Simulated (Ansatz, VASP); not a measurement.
## H: VASP beside Ansatz

INCAR

```
PREC     = Accurate       # precision mode
ENCUT    = 520            # plane-wave cutoff, eV
EDIFF    = 1E-7           # SCF threshold, eV
ISMEAR   = 0              # smearing method
SIGMA    = 0.05           # smearing width, eV
LREAL    = F              # projectors in reciprocal space
LASPH    = T              # aspherical terms in the spheres
NELM     = 60             # most SCF steps
ALGO     = Normal         # electronic algorithm
ISIF     = 2              # what is computed and relaxed
LWAVE    = F              # write WAVECAR
LCHARG   = F              # write CHGCAR
NBANDS   = 6              # bands
```

File KPOINTS:

```
regular mesh
0
Gamma
  10 10 26
```

File POSCAR:

```
H
1.0
    2.6496387389      0.0000000000      0.0000000000
    0.0000000000      2.6496387389      0.0099361453
    0.0000000000      0.0036768484      0.9804929200
H
1
Direct
    0.0000000000      0.0000000000      0.5000000000
```

Input for Ansatz:

```yaml
crystal:
  lattice:
    - [2.6496387389, 0.0, 0.0]
    - [0.0, 2.6496387389, 0.0099361453]
    - [0.0, 0.0036768484, 0.98049292]
  atoms:
    - { symbol: H, position: [0.0, 0.0, 0.5] }
basis:
  ecutwfc: 420
kpoints:
  mp_grid: { grid: [10, 10, 26] }
hamiltonian:
  xc: lda
scf:
  occupations: { method: gaussian, width: 0.05 }
output:
  forces: true
  stress: true
  eigenvalues: true
```

Change from the starting cell: strain +0.0075 x Voigt [0, 0, 0, 1, 0, 0], atoms carried along.

Alike in both runs: task single point; functional LDA; k mesh 10 × 10 × 26; occupations gaussian, width 0.05 eV; no spin polarisation.

|  | VASP | Ansatz |
| --- | --- | --- |
| version | VASP 6.6.1 | Ansatz 0.2.0 |
| potentials or method | VASP PAW LDA potentials, release 64 (H) | scalar-relativistic, plane waves, PAW |
| plane-wave cutoff (eV) | 520 | 420 |
| valence electrons in the cell | 1 | 1 |

```csv
,VASP,Ansatz,Ansatz less VASP
gap on the k mesh at the Fermi level (eV),none,none,-
pressure (GPa),1.3,1.5,+0.15
largest component of the traceless stress (GPa),2.67,2.39,-0.273
```

A gap of «none» marks a metal or a gap that the smearing closes.
